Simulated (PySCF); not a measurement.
Structure problem from calculated spectra and properties.

Elements present: C, H and O. Monoisotopic mass: 59.0139 u (electron mass counted); charge -1.

- 13C NMR: chemical shifts (computed TMS as zero) by class: 163.0 (1 C), 23.8 (1 C) ppm [GIAO KT2/pcSseg-2]
- Couplings: largest of the computed one-bond spin–spin couplings (means over like bonds): 13C–1H +126.8 (×3), 13C–13C +46.4, 17O–13C +29.5 (×2) Hz [B3LYP/pcJ-1]
- Rotational structure: rotational constants A, B, C: 11.506, 9.990, 5.531 GHz [PBE0-D3(BJ)/def2-SVP]
- XPS: C1s 285.5, C1s 287.6, O1s 530.4 (×2) eV [ΔSCF SCAN, pcX-2 on the ionised atom, pcseg-1 elsewhere, spin-free X2C]
- NMR, other nuclei: isotropic shieldings of nuclei other than C and H, by class: -5 (2 O) ppm [GIAO KT2/pcSseg-2]
- 1H NMR: chemical shifts (computed TMS as zero) by class: 1.46 (3 H) ppm [GIAO KT2/pcSseg-2]

The electronic properties come from PySCF, for the isolated species, density fitting. Levels stand in brackets. Isolated species at its PBE0-D3(BJ)/def2-SVP geometry, gas phase. The HOMO energy is positive, so at this level the finite basis confines the outermost electrons. No diffuse functions stand in pcJ-1 and pcSseg-2, which bears on an anion's orbital energies. Each NMR value is the plain mean over a class of atoms that symmetry, rotation or inversion makes alike.

Problem. Which formula fits the mass and the elements?

Solution. C2H3O2 (calculated 59.0139). No other formula that holds each of these elements comes within 0.0003 u with a fitting electron parity and a possible valence count.

Problem. Give a SMILES that accounts for the data.

Solution. Numbering: `[CH3:1][C:2](=[O:3])[O-:4]`. 2 carbons fall into 2 classes; from least to most shielded: carboxylate carbon [C2] (163.0 ppm), methyl carbon next to a carbonyl [C1] (23.8 ppm). All hydrogens form one class (1.46 ppm): methyl hydrogen. The other shieldings belong to: -5 ppm, carboxylate oxygen [O3/O4]. The couplings run between: +126.8 Hz, methyl carbon next to a carbonyl [C1] and its hydrogen (with 2 like pairs); +46.4 Hz, methyl carbon next to a carbonyl [C1] and carboxylate carbon [C2]; +29.5 Hz, carboxylate oxygen [O3] and carboxylate carbon [C2] (with 1 like pair). The core levels belong to: C1s 285.5 eV, methyl carbon next to a carbonyl [C1]; C1s 287.6 eV, carboxylate carbon [C2]; O1s 530.4 eV, carboxylate oxygen [O3/O4]. One atom of each topological class was ionised and stands for its class. By its constants the optimised geometry is an asymmetric top. Structure: `O=C(C)[O-]` (acetate ion). The assignments are read from this structure; whether some other isomer fits the data as well wasn't checked.
